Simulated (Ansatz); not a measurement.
Crystal: KTaO3.

```
Ta K O
1.0
     3.98830    0.00000    0.00000
     0.00000    3.98830    0.00000
     0.00000    0.00000    3.98830
Ta K O
1 1 3
Direct
  0.00000 0.00000 0.00000
  0.50000 0.50000 0.50000
  0.00000 0.00000 0.50000
  0.00000 0.50000 0.00000
  0.50000 0.00000 0.00000
```

Base run:

- Program: Ansatz 0.2.0
- Functional: BLYP
- Potentials or basis: Ansatz PAW
- Cutoff: 420 eV (not typed: the program's choice for these potentials)
- k mesh: 7 × 7 × 7
- Occupations: fermi-dirac, width 0.05 eV
- Spin: no spin polarisation

Its results: band gap on the k mesh 2.32 eV, indirect (least direct gap 2.87 eV); pressure 10.2 GPa.

**Question.** The run is repeated on the same cell with these changes: functional from BLYP to PBE; k mesh from 7 × 7 × 7 to 12 × 12 × 12. What comes out?

**Answer.** Band gap on the k mesh 2.22 eV, indirect (least direct gap 2.83 eV); pressure 5.4 GPa.

Several settings changed at once, so the effect can't be laid on one alone.

Caveats: spin-orbit coupling is left out, which moves the levels of the heavy elements; the k mesh misses the band edges, so the gap on the mesh is wider than the one along the path (some runs); the PAW data sets come from PBE, with cores solved anew for the run's functional, which leaves a small shift of forces and pressure (some runs).
